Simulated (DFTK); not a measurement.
Runs of DFTK 0.8.2 on Rh. It takes space group Fm-3m (No. 225, cubic). Conventional cell: a = 3.796 Å, b = 3.796 Å, c = 3.796 Å, α = 90.00°, β = 90.00°, γ = 90.00°. Around Rh (site symmetry m-3m) lie 12 Rh at 2.68 Å. 

```csv
level,gap on the mesh (eV),pressure (GPa)
r2SCAN,none,(a)
LDA,none,-11.3
BLYP,none,20.3
AM05,none,-5.5
WC,none,-2.1
RPBE,none,(b)
PBEsol,none,-4.0
SCAN,none,-4.0
```

Alike in all rows: task single point; potentials or basis SG15 1.2 (PBE); no spin polarisation; cell as given; k mesh 12 × 12 × 12; cutoff (eV) 1225; smearing fermi-dirac 0.05 eV.

Problem. Fill in the values left out.

Solution. (a) -1.1; (b) 13.0.

Caveats: the potentials were made for another functional, which shifts forces and pressure.

A k mesh can miss the band edges, and the runs leave out spin-orbit coupling on Rh.

A gap of «none» marks a metal or a gap under the smearing width.

Runs at the PBE level aren't shown here.
